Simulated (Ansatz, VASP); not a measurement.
# One calculation of Li, two programs

Contents of INCAR:

```
  PREC = Accurate
  ENCUT = 520
  EDIFF = 1E-7
  ISMEAR = -1
  SIGMA = 0.05
  LREAL = F
  LASPH = T
  NELM = 100
  ALGO = Normal
  ISIF = 2
  LWAVE = F
  LCHARG = F
  GGA = PE
  NBANDS = 12
```

KPOINTS

```
regular mesh
0
Gamma
  10 10 10
```

File POSCAR:

```
Li
1.0
    1.5188482616      0.8769074527      7.4333932688
   -1.5188482616      0.8769074527      7.4333932688
    0.0000000000     -1.7538149054      7.4333932688
Li
3
Direct
    0.7780000000      0.7780000000      0.7780000000
    0.2220000000      0.2220000000      0.2220000000
    0.0000000000      0.0000000000      0.0000000000
```

The input input.yaml:

```yaml
crystal:
  lattice:
    - [1.5188482616, 0.8769074527, 7.4333932688]
    - [-1.5188482616, 0.8769074527, 7.4333932688]
    - [0.0, -1.7538149054, 7.4333932688]
  atoms:
    - { symbol: Li, position: [0.778, 0.778, 0.778] }
    - { symbol: Li, position: [0.222, 0.222, 0.222] }
    - { symbol: Li, position: [0.0, 0.0, 0.0] }
hamiltonian:
  xc: pbe
  pseudopotentials: { kind: paw }
kpoints:
  mp_grid: { grid: [10, 10, 10] }
scf:
  occupations: { method: fermi_dirac, width: 0.05 }
output:
  forces: true
  stress: true
  eigenvalues: true
```

Change from the starting cell: volume scaled by 0.94.

Alike in both runs: task single point; functional PBE; k mesh 10 × 10 × 10; occupations fermi-dirac, width 0.05 eV; no spin polarisation.

|  | VASP | Ansatz |
| --- | --- | --- |
| version | VASP 6.6.1 | Ansatz 0.2.0 |
| potentials or method | VASP PAW PBE potentials, release 64 (Li_sv) | Ansatz PAW |
| plane-wave cutoff (eV) | 520 | 420 |
| valence electrons in the cell | 9 | 9 |

```csv
,VASP,Ansatz,Ansatz less VASP
gap on the k mesh at the Fermi level (eV),none,none,-
rms of the force components (eV/Å),0.005,0.005,-0.0001
```

Atom by atom the forces differ by 0.000 eV/Å (rms over components). A gap of «none» marks a metal or a gap that the smearing closes. The functional is the same, so the differences come from potentials, cutoffs and numerics.
